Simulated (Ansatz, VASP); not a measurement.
InP: VASP beside Ansatz

```xyz
2
Lattice="0.0000 2.9305 2.9305 2.9305 0.0000 2.9305 2.9305 2.9305 0.0000" Properties=species:S:1:pos:R:3 pbc="T T T"
In    0.0000    0.0000    0.0000
P     4.3957    4.3957    4.3957
```

Alike in both runs: task relaxation of cell and atoms; functional BLYP; dispersion D4; k mesh 8 × 8 × 8; occupations fermi-dirac, width 0.05 eV; no spin polarisation.

|  | VASP | Ansatz |
| --- | --- | --- |
| version | VASP 6.6.1 | Ansatz 0.2.0 |
| potentials or method | VASP PAW PBE potentials, release 64 (In_d, P), cutoff 600 eV | all-electron LAPW, scalar-relativistic |

Ansatz gave:

```
relaxed volume (Å³/atom)                                     : 26.06
relaxed cell length with the largest relative difference (Å) : 4.193
energy change over the relaxation (meV/atom)                 : -6
```

What did VASP give for the same quantities?

Relaxed volume (Å³/atom): 26.08; relaxed cell length with the largest relative difference (Å): 4.194; energy change over the relaxation (meV/atom): -6.

Ansatz ran all-electron here, so the differences hold the error of VASP's frozen core and of both bases.

Caveats: the PAW data sets were made with another functional, which shifts forces and pressure a little (VASP). Zero-point motion and thermal expansion aren't in these numbers.
